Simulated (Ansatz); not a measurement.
**From the elastic tensor of Si₇Ge to moduli and sound speeds**

Theory: DFT PBEsol, scalar-relativistic, plane waves, PAW (Ansatz). Cutoff 420 eV, 8×8×8 k-points (Γ-centred), fixed occupations. No spin polarisation.

The structure is cubic, space group P-43m (No. 215). Conventional cell: a = 5.459 Å, b = 5.459 Å, c = 5.459 Å, α = 90.00°, β = 90.00°, γ = 90.00°. Si (site symmetry 3m) is surrounded by 3 Si at 2.36 Å and 1 Ge at 2.39 Å. Around Si (site symmetry -42m) lie 4 Si at 2.36 Å. Ge (site symmetry -43m) is surrounded by 4 Si at 2.39 Å.

Relaxed-ion constants (GPa, on the Cartesian axes of the calculation):
C11 = 151.8, C12 = 60.1, C13 = 60.1, C22 = 151.8, C23 = 60.1, C33 = 151.8, C44 = 72.4, C55 = 72.4, C66 = 72.4 GPa; the others vanish.

Density 2.748 g/cm³; 8 atoms in 162.70 Å³.

The values that follow are for a polycrystal of randomly turned grains, by Hill's mean where one number stands.

With S = C⁻¹: B_V = (C11+C22+C33+2(C12+C13+C23))/9, G_V = (C11+C22+C33−C12−C13−C23+3(C44+C55+C66))/15, 1/B_R = S11+S22+S33+2(S12+S13+S23), 15/G_R = 4(S11+S22+S33−S12−S13−S23)+3(S44+S55+S66); Hill is their mean. Then v_l = √((B+4G/3)/ρ), v_t = √(G/ρ), v_m = [(2/v_t³+1/v_l³)/3]^(−1/3) and Θ = (ħ/k_B)·v_m·(6π²n/V)^(1/3) for n atoms in the volume V; E = 9BG/(3B+G), ν = (3B−2G)/(2(3B+G)) and A^U = 5G_V/G_R + B_V/B_R − 6.

```json
{
 "Bulk modulus, Voigt / Reuss / Hill": "90.7 / 90.7 / 90.7 GPa",
 "Shear modulus, Voigt / Reuss / Hill": "61.8 / 58.8 / 60.3 GPa",
 "Young's modulus": "148 GPa",
 "Poisson ratio": "0.228",
 "Pugh ratio B/G": "1.50",
 "Universal anisotropy index": "0.25",
 "Longitudinal and transverse sound speeds": "7890 and 4684 m/s",
 "Debye temperature from the mean sound speed": "566 K"
}
```

Whether Si7Ge exists in this form wasn't checked.

Cost: 1 run of about 28 core-minutes, on Intel Xeon Processor @ 2.50GHz (Skylake/Cascade Lake) (shared hosts).